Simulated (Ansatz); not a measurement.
PbF₂: computed DOS

Space group P-3m1 (No. 164). a = 3.982 Å, b = 3.982 Å, c = 5.077 Å, α = 90.00°, β = 90.00°, γ = 120.00°
| atom | site | symmetry | x | y | z |
| --- | --- | --- | --- | --- | --- |
| Pb | 1a | -3m. | 0.0000 | 0.0000 | 0.0000 |
| F | 2d | 3m. | 0.3333 | 0.6667 | 0.1973 |

The runs use the primitive cell with vectors (3.982, 0.000, 0.000), (-1.991, 3.448, 0.000), (0.000, 0.000, 5.077) Å, to which the k mesh refers.

The cell was built from the CdI2 type and relaxed in the same program, and has space group P-3m1; it needn't be a known or the stable phase.

No spin–orbit coupling, which matters for the heavy atoms here.

Method: DFT, PBE, all-electron LAPW, scalar-relativistic in Ansatz 0.2.0.

Settings: a Γ-centred 14×14×8 k mesh, Fermi–Dirac smearing of 0.05 eV, basis error target 0.5 meV/atom, no spin polarisation.

States per eV and cell, averaged over 0.4 eV, from -6.6 to 6.8 eV, with energies (bin centres) from the valence-band top; empty bins are left out. The partial columns, the largest 4 alone, are projections on Löwdin-orthogonalised atomic shells (those that the program's projection atoms carry: the occupied ones and, for some elements, an empty d or f shell; other empty shells have no column), summed over atoms of an element. Weights on diffuse s and p shells depend on that basis and aren't pure angular character.

```tsv
E (eV)	total	F 2p	Pb 6p	Pb 6s	F 2s
-6.5	2.01	0.59	0.01	1.40	0.01
-6.1	2.35	0.61	0.03	1.65	0.06
-5.7	0.64	0.12	0.01	0.47	0.03
-3.3	3.28	2.68	0.56	0.00	0.02
-2.9	5.11	4.38	0.66	0.00	0.02
-2.5	2.41	2.19	0.19	0.00	0.00
-2.1	6.18	5.91	0.18	0.00	0.01
-1.7	8.02	7.91	0.02	0.01	0.00
-1.3	0.36	0.29	0.00	0.06	0.00
-0.9	0.88	0.68	0.01	0.18	0.01
-0.5	1.45	1.05	0.02	0.36	0.01
-0.1	2.30	1.61	0.00	0.66	0.00
3.1	0.07	0.01	0.06	0.00	0.00
3.5	0.30	0.02	0.26	0.00	0.01
3.9	0.58	0.04	0.51	0.00	0.02
4.3	1.31	0.07	1.16	0.01	0.05
4.7	1.71	0.11	1.50	0.01	0.07
5.1	0.84	0.08	0.71	0.01	0.03
5.5	2.00	0.30	1.57	0.03	0.07
5.9	2.29	0.32	1.83	0.03	0.07
6.3	0.49	0.05	0.40	0.02	0.02
6.7	0.61	0.07	0.50	0.01	0.01
```

Task: Which of the resolved shells contributes most in the top eV of the valence band?

Result: F 2p, with 72 % of all states there; Pb 6s follows with 26 %.
